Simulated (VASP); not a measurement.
The system is InP.

```
CELL_PARAMETERS angstrom
0.00000 2.93050 2.93050
2.93050 0.00000 2.93050
2.93050 2.93050 0.00000
ATOMIC_POSITIONS crystal
In 0.00000 0.00000 0.00000
P 0.25000 0.25000 0.25000
```

Program: VASP 6.6.1. Alike in all runs: task single point; no spin polarisation; cell as given; cutoff (eV) 520; smearing fermi-dirac 0.02 eV.

Task: Order these runs on this cell by their band gap on the k mesh, lowest first.
A. level LDA; potentials or basis VASP PAW LDA potentials, release 64 (In_d, P); k mesh 7 × 7 × 7
B. level HSE06; potentials or basis VASP PAW PBE potentials, release 64 (In_d, P); k mesh 5 × 5 × 5; grid for exact exchange (PRECFOCK) Fast; screening parameter 0.2 1/A
C. level r2SCAN; potentials or basis VASP PAW PBE potentials, release 64 (In_d, P); k mesh 7 × 7 × 7

Result: A (0.51 eV), C (1.17 eV), B (1.53 eV).

Caveats: spin-orbit coupling is left out, which moves the levels of the heavy elements.

Runs at the PBE level aren't shown here.
